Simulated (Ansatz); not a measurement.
Space group I4/mmm (No. 139). a = 3.217 Å, b = 3.217 Å, c = 7.873 Å, α = 90.00°, β = 90.00°, γ = 90.00°
```csv
atom,site,symmetry,x,y,z
Si,4e,4mm,0.0000,0.0000,0.3351
Mo,2a,4/mmm,0.0000,0.0000,0.0000
```

Equation of state of this Si$_{2}$Mo structure (not necessarily the ground state), with shape and atoms relaxed at each volume where symmetry leaves them free. It has no gap at any of these volumes. These are results of DFT PBE, scalar-relativistic, plane waves, PAW in Ansatz 0.2.0, not measurements.

Cutoff 420 eV; k points 18×18×18 on the computed 3-atom cell (Γ-centred); Gaussian smearing, width 0.10 eV; no spin polarisation.

| V (Å³/atom) | E − E(largest V) (meV/atom) | P (GPa) |
| --- | --- | --- |
| 12.764 | 6.90 | 14.49 |
| 13.171 | -19.71 | 6.66 |
| 13.578 | -27.96 | 0.01 |
| 13.986 | -20.59 | -5.64 |
| 14.393 | 0.00 | -10.42 |

Question: Fit a third-order Birch–Murnaghan equation to E(V).

Answer: V0 = 13.58 Å³/atom, B0 = 204 GPa, B0' = 4.5.